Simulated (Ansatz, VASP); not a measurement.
Two plane-wave programs on La

```
La
1.0
     6.02163    0.00000    0.00000
    -3.01082    5.21489    0.00000
     0.00000    0.00000    3.69020
La
3
Cartesian
  6.0216 0.0000 0.0000
  0.0000 3.4766 1.8451
  3.0108 1.7383 1.8451
```

Alike in both runs: task single point; functional revPBE; k mesh 7 × 7 × 10; occupations fermi-dirac, width 0.1 eV; no spin polarisation.

|  | VASP | Ansatz |
| --- | --- | --- |
| version | VASP 6.6.1 | Ansatz 0.2.0 |
| potentials or method | VASP PAW PBE potentials, release 64 (La) | plane waves (420 eV) with PAW, scalar-relativistic |
| plane-wave cutoff (eV) | 520 | 420 |
| valence electrons in the cell | 33 | 33 |

|  | VASP | Ansatz | Ansatz less VASP |
| --- | --- | --- | --- |
| pressure (GPa) | 0.0 | 0.0 | -0.03 |
| largest component of the traceless stress (GPa) | 0.05 | 0.06 | +0.006 |

Caveats: the PAW data sets were made with another functional, which shifts forces and pressure a little (VASP). The runs have no spin-orbit coupling, so splittings on La are missing.
